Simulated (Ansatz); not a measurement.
## KZnF₃ under strain

These are results of DFT PBEsol, scalar-relativistic, plane waves, PAW in Ansatz, not measurements. Run with 420 eV cutoff, 6×6×6 k-mesh, Gaussian smearing of 0.02 eV, no spin polarisation.

Starting point, cell and atoms relaxed:

```
CELL_PARAMETERS angstrom
4.05194 0.00000 0.00000
0.00000 4.05194 0.00000
0.00000 0.00000 4.05194
ATOMIC_POSITIONS crystal
K 0.00000 0.00000 0.00000
Zn 0.50000 0.50000 0.50000
F 0.00000 0.50000 0.50000
F 0.50000 0.00000 0.50000
F 0.50000 0.50000 0.00000
```

Deformation: biaxial strain in the a-b plane, with the length and tilt of c and the atoms relaxed, all within the symmetry that the strain leaves. Energies are extrapolated to zero smearing. Gaps are Kohn–Sham gaps over the whole zone.

```
strain (%)  ΔE (meV/atom) a (Å) b (Å) c (Å) gap (eV)
      -4.5           29.6  3.870  3.870  4.215      3.58
      -3.0           12.4  3.930  3.930  4.156      3.63
      -1.5            3.0  3.991  3.991  4.102      3.67
      +0.0            0.0  4.052  4.052  4.052      3.71
      +1.5            2.7  4.113  4.113  4.008      3.59
      +3.0            9.9  4.173  4.173  3.968      3.49
      +4.5           21.2  4.234  4.234  3.932      3.41
```

Problem. What stiffness (1/V) d²E/dε² at zero strain does a cubic fit over all points give?

Solution. A cubic fit gives (1/V) d²E/dε² = 302 GPa at zero strain (twice the biaxial modulus).

Problem. How does the free axis c answer a small strain?

Solution. Between the innermost points its strain is -0.77 times the applied one.

Problem. How fast does the gap move with strain on either side?

Solution. 24 meV per percent on the compressed side and -77 meV per percent on the stretched side; it is indirect at -1.5 %, indirect at zero and indirect at +1.5 %.